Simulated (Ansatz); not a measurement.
PbF2 in the fluorite structure, relaxed with r2SCAN in the PAW code Ansatz. Space group Fm-3m (No. 225), cubic; conventional cell a = 5.921 Å, 17.30 Å³ an atom. Pb is surrounded by 8 F at 2.56 Å; F is surrounded by 4 Pb at 2.56 Å.

The axes x, y and z are those of this cell:
```yaml
crystal:
  lattice:
    - [0.00000, 2.96044, 2.96044]
    - [2.96044, 0.00000, 2.96044]
    - [2.96044, 2.96044, 0.00000]
  atoms:
    - { symbol: Pb, position: [0.00000, 0.00000, 0.00000] }
    - { symbol: F, position: [0.25000, 0.25000, 0.25000] }
    - { symbol: F, position: [0.75000, 0.75000, 0.75000] }
```

Unstrained: The PBE gap is indirect, 4.419 eV (W to X), below the direct gap of 4.565 eV at X. r2SCAN gives an indirect gap of 4.931 eV, from W to X; the least direct gap is 5.073 eV at X. HSE06 gives an indirect gap of 5.727 eV, from W to X; the least direct gap is 5.861 eV at X. Meshes: PBE 8×8×8, r2SCAN 8×8×8, HSE06 6×6×6. Strains are changes of length per length, and xy shears are angles. After each strain the atoms were relaxed again with r2SCAN in this cell and within any symmetry left, so distortions that break it or need a larger cell weren't tested; points keep the names that they have in the unstrained zone. No spin polarisation and no zero-point or thermal motion.

(1) One strain changed the r2SCAN stress by xx -1.12, yy -0.57, zz -0.57 GPa (compression positive) and the gap by -0.020 eV (PBE), -0.020 eV (r2SCAN), -0.015 eV (HSE06). Which kind of strain was it, and roughly how large?

(2) One strain changed the r2SCAN stress by xx +1.20, yy +1.20, zz +1.20 GPa (compression positive) and the gap by -0.004 eV (PBE), -0.006 eV (r2SCAN), -0.014 eV (HSE06). Which kind of strain was it, and roughly how large?

(3) One strain changed the r2SCAN stress by xx -2.40, yy -2.40, zz -2.40, xy +1.19, xz +1.19, yz +1.19 GPa (compression positive) and the gap by -0.025 eV (PBE), -0.018 eV (r2SCAN), +0.008 eV (HSE06). Which kind of strain was it, and roughly how large?

(4) Estimate what isotropic +1.0 % on every length does to the gap.

(5) Apply xy shear, engineering strain (angle) -1.0 %. How far does the gap move, against the unstrained cell?

Answers

(1) Uniaxial +1.0 % along x, other directions held. The pattern of the stress gives the kind; the size needs the stiffness, so it is an estimate.

(2) Isotropic -0.5 % on every length. The pattern of the stress gives the kind; the size needs the stiffness, so it is an estimate.

(3) Epitaxial +4.0 % in the plane normal to [111], free normal strain -4.30 %. The pattern of the stress gives the kind; the size needs the stiffness, so it is an estimate.

(4) PBE: the gap goes from 4.419 to 4.422 eV (+0.003 eV). r2SCAN: the gap goes from 4.931 to 4.939 eV (+0.008 eV). HSE06: the gap goes from 5.727 to 5.752 eV (+0.024 eV). The r2SCAN energy rises by 3.6 meV an atom.

(5) PBE: the gap goes from 4.419 to 4.418 eV (-0.001 eV); the edges go from W → X to (1/4, 0.490, -0.260) → X. r2SCAN: the gap goes from 4.931 to 4.930 eV (-0.001 eV); the edges go from W → X to (1/4, 0.490, -0.260) → X. HSE06: the gap goes from 5.727 to 5.727 eV (-0.001 eV). The r2SCAN energy rises by 0.1 meV an atom.

Spin-orbit coupling is left out, which matters wherever the heavy atoms make up the band edges.

The meshes of the hybrids are coarse, so their gaps aren't converged to the digits shown.
